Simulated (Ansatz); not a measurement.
# Stack of 1T-BiTeI under honeycomb PbTe, shifted by two thirds of the diagonal in a perpendicular field, part 2 of 4

Aim: how the stack of 1T-BiTeI under honeycomb PbTe, shifted by two thirds of the diagonal screens a field along its normal, and what the field does to its bands. A positive field points along +c.

Ansatz 0.2.0; plane-wave DFT, PBE-D3(BJ), Ansatz PAW (the session's first sound run).

So far. Step 2 (Relaxing the slab): The lattice constant a goes from 4.334 to 4.295 Å.

## Step 3: Single point, field 0

A sawtooth potential applies the field, turning back in the middle of the vacuum. With the dipole correction the typed value is the field outside the slab. The induced dipole is small, so the SCF threshold is tight.

The cell differs from the one that the last finished run ended in (c 47.426 → 27.487 Å).

input.yaml reads:

```yaml
crystal:
  lattice:
    - [4.2952363952, 0.0, 0.0]
    - [-2.1476181976, 3.7197838335, 0.0]
    - [0.0, 0.0, 27.486572033]
  atoms:
    - { symbol: I, position: [0.6666666667, 0.3333333333, 0.3274326092] }
    - { symbol: Bi, position: [0.0, 0.0, 0.4039311836] }
    - { symbol: Te, position: [0.3333333333, 0.6666666667, 0.4678770873] }
    - { symbol: Te, position: [0.3333333333, 0.6666666667, 0.6106256864] }
    - { symbol: Pb, position: [0.0, 0.0, 0.6725673908] }
kpoints:
  mp_grid: { grid: [12, 12, 1] }
  band_path:
    path: [[0, 0, 0], [0.5, 0, 0], [0.33333333, 0.33333333, 0], [0, 0, 0]]
    npoints: 16
hamiltonian:
  xc: pbe
  dispersion: d3bj
scf:
  occupations: { method: fermi_dirac, width: 0.02585 }
  convergence: { dr2_threshold: 1.0e-10 }
efield:
  axis: 3
  dipole_correction: true
  ramp_position: 0.97
  ramp_width: 0.06
  amplitude: 0
output:
  dos: { projected: true, e_range: [-6, 5] }
  bader: true
  write_potential: true
  write_density: true
  volumetric_format: npy
  elf: true
```

Started as:

```bash
ansatz run input.yaml --threads 4 --pin off --max-ram 6144MiB --backend cpu --events-out ev --progress --plain --runs-dir out
```

Numbers of over 12 decimals in the logs are rounded to 6 here.

What it wrote:

```text
[...]
Crystal: 5 atoms, lattice volume = 439.163 Å³
Basis set: ecut = 420 eV, 8581 PW (Γ)
Bands: 47, of which v1, the nominal top of the filled ones, is band 39 counted from 1 (38 counted from 0)
Symmetry: 6 space group operations
[...]
k-points: 19 of 144 (time reversal used)
[...]
SCF iter   1: F=—  HF=-45778.709262 eV  |F-HF|=—  |Δ(HF+E_count)|=         —  Δρ=1.26e-3  dr2=6.96e-2  ethr=1.77e-3  p=0.150 e·Å  D=6.19e-2 V/Å  ΔV_dip=-1.70 eV  dr2_dipole=7.62e-3  V_vac-E_F(+/−)=3.42/5.12 eV  ⟨swp⟩=13.9  Hψ=4853  notcnv=0  defer=3
efield: sawtooth ramp at fractional position 0.9700 (set: `efield.ramp_position`, or a place that a band, a saddle search or an elastic batch's reference lends), width 0.0600; the density the first Hamiltonian is built on has a dipole p = 0.150 e·Å; the dipole correction subtracts the counter field D = 6.19e-2 V/Å, which shifts the + side's vacuum level by -1.70 eV against the − side's; the planar-averaged density in the ramp window peaks in size at 2.6e-6 e/Å³
[...]
SCF iter   2: F=—  HF=-45778.723054 eV  |F-HF|=—  |Δ(HF+E_count)|=   1.38e-2  Δρ=1.87e-3  dr2=2.04e-1  ethr=8.93e-5  p=0.108 e·Å  D=4.43e-2 V/Å  ΔV_dip=-1.22 eV  dr2_dipole=5.17e-2  V_vac-E_F(+/−)=3.44/4.65 eV  ⟨swp⟩=4.3  Hψ=1620  notcnv=0  defer=40
[...]
SCF iter  14: F=-45778.704008 eV  HF=-45778.704008 eV  |F-HF|=7.28e-12  |Δ(HF+E_count)|=    0.00e0  Δρ=1.72e-8  dr2=1.03e-11  ethr=1.00e-12  p=0.149 e·Å  D=6.14e-2 V/Å  ΔV_dip=-1.69 eV  dr2_dipole=3.12e-12  V_vac-E_F(+/−)=3.27/4.96 eV  ⟨swp⟩=11.2  Hψ=2290  notcnv=0
SCF 1 converged in 14 iterations: F = -45778.704008 eV  dr2 = 1.03e-11
[...]
NSCF: frozen V_eff on 49 k-points
efield: sawtooth ramp at fractional position 0.9700 (kept from the solve that this one continues, or follows in the run), width 0.0600; the density the first Hamiltonian is built on has a dipole p = 0.149 e·Å; the dipole correction subtracts the counter field D = 6.14e-2 V/Å, which shifts the + side's vacuum level by -1.69 eV against the − side's; the planar-averaged density in the ramp window peaks in size at 2.4e-6 e/Å³
WARN: The output density's exchange-correlation potential varies sharply where the density is thin. Do not read a vacuum level from v_tot or v_xc, or from such a field of the output density. On a cell that repeats whose density bears no net charge and no dipole along the vacuum's axis use v_es (v_loc + v_h of the components); under efield.dipole_correction with no amplitude use v_es + v_field, which holds any externa [...]
SCF converged after 14 iterations
Free energy (F): -45778.704008 eV
[...]
Internal energy: -45778.704008 eV  (E = F + TS)
E sigma→0 (E₀):  -45778.704008 eV
Fermi energy:    1.017101 eV
Dipole field:    D = 0.061447 V/Å  (p = 0.149131 e·Å, saw-weighted, corrected)
Work function:   Φ+ = 3.2706 eV   Φ− = 4.9596 eV
Levels:          The Fermi level and band energies are counted from a zero that moves with the ramp; work functions are not
[...]
--- Band table (eV; the first three rows and the last of 19) ---
  k-point 0: bands = [... 35 lower, -0.2422, -0.0136, -0.0136, 0.2413, 1.6422, 1.8495, 2.4148, 2.4148, ... 4 higher]
  k-point 1: bands = [... 35 lower, -0.3329, -0.2609, -0.1076, 0.3198, 1.9446, 2.1146, 2.4657, 2.5249, ... 4 higher]
  k-point 2: bands = [... 35 lower, -0.3887, -0.3291, -0.2881, 0.2632, 2.0396, 2.2180, 2.7729, 2.9993, ... 4 higher]
  k-point 18: bands = [... 35 lower, -1.2344, -1.2339, -0.9500, -0.5489, 2.0477, 2.8483, 3.1046, 3.6422, ... 4 higher]
--- Bader charges: 5 sites ---
  site symbol  charge [e]  shift [e]
     0      I     -0.4138     0.0000
     1     Bi      0.8469     0.0000
     2     Te     -0.4336     0.0000
     3     Te     -0.4456     0.0000
     4     Pb      0.4460     0.0000
  estimated error of the sums over rays = 5.2e-4 e
```

Elapsed: 64 s, on 4 threads of Arm Neoverse N1, shared host; peak memory 1.2 GiB.

Reading the cycles: dr2 is the Hartree energy of the density residual (eV), the measure of convergence; HF is the Harris–Foulkes estimate of the energy, which meets the free energy F at convergence.

This step gave:

| Property | Result |
| --- | --- |
| gap on the k-mesh | 1.308 eV |
| dipole along the normal | 0.1491 e·Å |
| gap along the path | 1.303 eV |
| smallest direct gap along the path | 1.401 eV |
| step between the vacuum levels | -1.689 eV |
| ionisation energy, upper face | 3.948 eV |
| electron affinity, upper face | 2.645 eV |
| ionisation energy, lower face | 5.637 eV |
| gap, the smaller of path and mesh | 1.303 eV |

Running mean over a fixed 2.7 Å (it still follows the layers) of the planar mean; the ramp of the sawtooth is left out. Electron's electrostatic potential energy less the Fermi level against z:

```
z (Å)  electron's electrostatic potential energy less the Fermi level (eV)
  3.5                                                                 4.96
  4.0                                                                 4.96
  4.5                                                                 4.96
  5.0                                                                 4.96
  5.5                                                                 4.95
  6.0                                                                 4.91
  6.5                                                                 4.75
  7.0                                                                 4.10
  7.5                                                                 3.03
  8.0                                                                 1.94
  8.5                                                                0.751
  9.0                                                               -0.302
  9.5                                                                -2.09
 10.0                                                                -4.11
 10.5                                                                -5.31
 11.0                                                                -5.70
 11.5                                                                -5.58
 12.0                                                                -4.87
 12.5                                                                -2.99
 13.0                                                               -0.613
 13.5                                                                0.995
 14.0                                                                 2.12
 14.5                                                                 2.47
 15.0                                                                 2.49
 15.5                                                                 2.27
 16.0                                                                 1.37
 16.5                                                               -0.202
 17.0                                                                -2.07
 17.5                                                                -3.49
 18.0                                                                -4.17
 18.5                                                                -4.05
 19.0                                                                -2.99
 19.5                                                                -1.36
 20.0                                                                0.544
 20.5                                                                 2.22
 21.0                                                                 2.98
 21.5                                                                 3.18
 22.0                                                                 3.24
 22.5                                                                 3.26
 23.0                                                                 3.27
 23.5                                                                 3.27
 24.0                                                                 3.27
```

The density of states has structure finer than the step of the table below, so its rows give means over 0.2 eV, whole bins alone (the curve runs from -6 to 2.6 eV). Peaks (eV: height): -2.31: 11.7, -2.11: 11.6, -1.95: 9.89, -1.45: 10.4, 2.13: 12.0, 2.19: 10.9, 2.49: 10.9.

The density of states by energy, zero at the Fermi level of the run, which the smearing sets inside the gap; means over each step:

```
energy (eV)  density of states (states/eV a cell)
       -5.0                                     0
       -4.8                                  1.28
       -4.6                                  2.34
       -4.4                                  1.97
       -4.2                                  2.08
       -4.0                                  2.14
       -3.8                                  2.97
       -3.6                                  5.15
       -3.4                                  6.51
       -3.2                                  4.97
       -3.0                                  4.02
       -2.8                                  4.51
       -2.6                                  3.02
       -2.4                                  6.26
       -2.2                                  8.00
       -2.0                                  7.07
       -1.8                                  6.06
       -1.6                                  6.05
       -1.4                                  8.54
       -1.2                                  3.08
       -1.0                                  1.53
       -0.8                                  1.62
       -0.6                                 0.175
       -0.4                                     0
       -0.2                                     0
        0.0                                     0
        0.2                                     0
        0.4                                     0
        0.6                                0.0130
        0.8                                  1.14
        1.0                                  3.98
        1.2                                  5.50
        1.4                                  3.01
        1.6                                  5.70
        1.8                                  4.09
        2.0                                  5.31
        2.2                                  8.61
        2.4                                  5.10
```

Projected DOS per atom over height of the atomic layer and energy from the Fermi level. Layers: I Bi Te Te Pb from below.

Ten even steps from '0' (0.00 states/eV) to '9' (2.55 states/eV), each cell a mean:
```
16338
29513
29401
03146
00024
00000
00000
00000
00100
20221
81862
81663
91773
31252
53241
53363
43200
22200
23200
00000
00000
00000
```
Columns: height of the atomic layer (Å) from 9 to 18.5 (not evenly spaced); rows upwards: energy from the Fermi level (eV) from -5.96 to 2.59.

Electronic bands along the path, in eV, zero at the Fermi level of the run, which the smearing sets inside the gap:

```
  point  band 36  band 37  band 38  band 39  band 40  band 41  band 42  band 43
      Γ    -1.26    -1.03    -1.03    -0.78     0.63     0.83     1.40     1.40
halfway    -1.67    -1.52    -1.43    -1.05     0.80     1.36     1.99     2.28
      M    -2.29    -2.14    -1.66    -1.62     1.00     1.47     1.81     2.20
halfway    -2.24    -2.18    -2.01    -1.43     1.29     1.82     2.13     2.24
      K    -2.25    -2.25    -1.97    -1.57     1.03     1.83     2.09     2.63
halfway    -2.13    -1.91    -1.39    -0.92     1.24     1.56     2.03     2.33
      Γ    -1.26    -1.03    -1.03    -0.78     0.63     0.83     1.40     1.40
```

Electrostatic potential energy in the ca plane at fractional y = 0.000, with atoms of Bi and Pb within 0.2 Å of it. With pseudopotentials it is smooth inside the atoms' cores, unlike the true potential.

Ten even steps from '0' (-42 eV) to '9' (6 eV), each cell a mean:
```
99999999999999998500003799999999999986012027
99999999999999998740026899999999999998400158
99999999999999999876678999999999999998866789
99999999999999999998889999999999999999998999
99999999999998889999999888899999998889999999
99999999999998889999999888899999998889999999
99999999999999899999999988999999999889999999
99999999999999999988788999999999999999888899
99999999999999999863357899999999999998632478
99999999999999998610004799999999999997100038
99999999999999998500002799999999999985024117
```
Columns run along c (16.0 Å, from fractional 0.14 to 0.73 of the cell; values clipped at the 3rd and 97th percentile), rows up along a (4.3 Å). Atoms in or near the plane, at fractional coordinates: Bi at (0.40, 0.00), Pb at (0.67, 0.00).

Valence density in the ca plane at fractional y = 0.000, with atoms of Bi and Pb within 0.2 Å of it. It is the smooth field of the valence electrons, not physical close to the nuclei.

Ten steps, logarithmic in the rise over the least value, from '0' (0.00 × 1e0 e/Å³) to '9' (8.99 × 1e0 e/Å³), each cell a mean:
```
00000000000000012479985310000000000113689863
00000000000000111357764211000000000113467642
00000000000011111233432221100000001122334321
00000000000012222111222222110000012222222110
00000000000122322111112222210000112222211000
00000000000123332111112232211000112322111000
00000000000112222111112222210000112222211100
00000000000011221122222222110000011222222211
00000000000001111245543211100000001112355432
00000000000000012368875211000000000113678753
00000000000000012479986310000000000124799863
```
Columns run along c (16.0 Å, from fractional 0.14 to 0.73 of the cell), rows up along a (4.3 Å). Atoms in or near the plane, at fractional coordinates: Bi at (0.40, 0.00), Pb at (0.67, 0.00).

ELF in the ca plane at fractional y = 0.000, with atoms of Bi and Pb within 0.2 Å of it. It is the smooth field of the valence electrons, not physical close to the nuclei.

Values, 6 rows by 16 columns, each cell a mean:
```
0.00 0.00 0.00 0.00 0.00 0.01 0.06 0.14 0.39 0.28 0.28 0.10 0.02 0.02 0.11 0.26
0.00 0.00 0.00 0.00 0.01 0.15 0.47 0.42 0.29 0.36 0.43 0.45 0.13 0.13 0.46 0.41
0.00 0.00 0.00 0.00 0.04 0.36 0.73 0.71 0.24 0.23 0.59 0.67 0.27 0.29 0.67 0.59
0.00 0.00 0.00 0.00 0.03 0.32 0.71 0.67 0.23 0.25 0.57 0.65 0.25 0.27 0.65 0.57
0.00 0.00 0.00 0.00 0.01 0.09 0.32 0.30 0.34 0.39 0.36 0.33 0.08 0.09 0.34 0.34
0.00 0.00 0.00 0.00 0.00 0.01 0.03 0.14 0.36 0.25 0.28 0.06 0.01 0.01 0.07 0.26
```
Columns run along c (16.0 Å, from fractional 0.07 to 0.66 of the cell), rows up along a (4.3 Å). Atoms in or near the plane, at fractional coordinates: Bi at (0.40, 0.00).

The gap is 1.30 eV, with the valence edge 3.95 eV and the conduction edge 2.65 eV under the upper vacuum level. Spin-orbit coupling, left out in this run, matters for the bands of elements this heavy.

## Step 4: Atoms held, field 0.1 V/Å

input.yaml, as its differences from that of step 3:

```diff
@@ -27,6 +27,4 @@
   ramp_width: 0.06
-  amplitude: 0
+  amplitude: 0.1
 output:
-  dos: { projected: true, e_range: [-6, 5] }
-  bader: true
   write_potential: true
@@ -34,2 +32 @@
   volumetric_format: npy
-  elf: true
```

What it wrote:

```text
[...]
Crystal: 5 atoms, lattice volume = 439.163 Å³
Basis set: ecut = 420 eV, 8581 PW (Γ)
Bands: 47, of which v1, the nominal top of the filled ones, is band 39 counted from 1 (38 counted from 0)
Symmetry: 6 space group operations
[...]
k-points: 19 of 144 (time reversal used)
[...]
k-point 0: bands = [... 35 lower, -0.2788, 0.0565, 0.0565, 0.2697, 1.7123, 1.8338, 2.3766, 2.3766, ... 4 higher]
  k-point 1: bands = [... 35 lower, -0.3059, -0.2955, -0.0406, 0.3320, 2.0033, 2.1143, 2.4265, 2.4868, ... 4 higher]
  k-point 2: bands = [... 35 lower, -0.3762, -0.3089, -0.2695, 0.2648, 2.0874, 2.2281, 2.7350, 2.9650, ... 4 higher]
  k-point 18: bands = [... 35 lower, -1.2822, -1.1593, -0.9630, -0.5891, 2.1188, 2.8180, 3.1063, 3.6306, ... 4 higher]
[key lines of the parts left out:]
SCF converged after 15 iterations
Free energy (F): -45778.723772 eV
Fermi energy:    1.054935 eV
Dipole field:    D = 0.101401 V/Å  (p = 0.246096 e·Å, saw-weighted, corrected)
```

Wall time 55 s (4 threads); peak memory 1.1 GiB; 3.6 min of CPU time.

The dipole is 0.246 e·Å, 0.0970 e·Å from its value without field, and the gap 1.366 eV.

## Step 5: Atoms held, field -0.1 V/Å

input.yaml, as its differences from that of step 4:

```diff
@@ -27,3 +27,3 @@
   ramp_width: 0.06
-  amplitude: 0.1
+  amplitude: -0.1
 output:
```

What it wrote:

```text
[...]
Crystal: 5 atoms, lattice volume = 439.163 Å³
Basis set: ecut = 420 eV, 8581 PW (Γ)
Bands: 47, of which v1, the nominal top of the filled ones, is band 39 counted from 1 (38 counted from 0)
Symmetry: 6 space group operations
[...]
k-points: 19 of 144 (time reversal used)
[...]
k-point 0: bands = [... 35 lower, -0.2131, -0.0791, -0.0791, 0.2152, 1.5511, 1.8824, 2.4512, 2.4512, ... 4 higher]
  k-point 1: bands = [... 35 lower, -0.3422, -0.2475, -0.1564, 0.3127, 1.8531, 2.1429, 2.5031, 2.5612, ... 4 higher]
  k-point 2: bands = [... 35 lower, -0.4497, -0.3557, -0.2611, 0.2680, 1.9565, 2.2384, 2.8090, 3.0287, ... 4 higher]
  k-point 18: bands = [... 35 lower, -1.3103, -1.1883, -0.9340, -0.5098, 1.9733, 2.8789, 3.0928, 3.6377, ... 4 higher]
[key lines of the parts left out:]
SCF converged after 15 iterations
Free energy (F): -45778.693958 eV
Fermi energy:    0.972307 eV
Dipole field:    D = 0.021352 V/Å  (p = 0.051821 e·Å, saw-weighted, corrected)
```

The job ended after 50 s (4 threads; peak memory 1.1 GiB; 3.3 min of CPU time).

The dipole is 0.0518 e·Å, -0.0973 e·Å from its value without field, and the gap 1.212 eV.

## Step 6: Single point, field 0.2 V/Å

input.yaml, as its differences from that of step 5:

```diff
@@ -27,3 +27,3 @@
   ramp_width: 0.06
-  amplitude: -0.1
+  amplitude: 0.2
 output:
```

What it wrote:

```text
[...]
Crystal: 5 atoms, lattice volume = 439.163 Å³
Basis set: ecut = 420 eV, 8581 PW (Γ)
Bands: 47, of which v1, the nominal top of the filled ones, is band 39 counted from 1 (38 counted from 0)
Symmetry: 6 space group operations
[...]
k-points: 19 of 144 (time reversal used)
[...]
k-point 0: bands = [... 35 lower, -0.3186, 0.1268, 0.1268, 0.3005, 1.7194, 1.8776, 2.3370, 2.3370, ... 4 higher]
  k-point 1: bands = [... 35 lower, -0.3353, -0.2603, 0.0289, 0.3498, 1.9945, 2.1770, 2.3862, 2.4472, ... 4 higher]
  k-point 2: bands = [... 35 lower, -0.4082, -0.2967, -0.2093, 0.2740, 2.0810, 2.2879, 2.6956, 2.9276, ... 4 higher]
  k-point 18: bands = [... 35 lower, -1.3315, -1.0873, -0.9715, -0.6295, 2.1855, 2.7892, 3.0993, 3.6084, ... 4 higher]
[key lines of the parts left out:]
SCF converged after 15 iterations
Free energy (F): -45778.753220 eV
Fermi energy:    1.065647 eV
Dipole field:    D = 0.141262 V/Å  (p = 0.342838 e·Å, saw-weighted, corrected)
```

The job ended after 50 s (4 threads; peak memory 1.1 GiB).

The dipole is 0.343 e·Å, 0.194 e·Å from its value without field, and the gap 1.361 eV.

(Continued in part 3 of 4.)

[Logs are printed without paths, hosts, clocks, repeated set-up lines and the standing remarks that a program may print on its own settings, such as how far it seeks lower states.]

[Hosts, paths, dates, database ids (printed as entryN), source tags and the programs' standing remarks are cut or masked in the printed files.]

[Maps of the electrostatic potential energy from Ansatz leave out the sawtooth potential of an applied field or a dipole correction, so their vacuum need not be flat; planar profiles and work functions include it.]

[The density of states shown here was stored with 400 of the rows of the run's finer table, so its peaks can read low, often by over a quarter, or be missed, and its means over a window can be off by a tenth or more.]
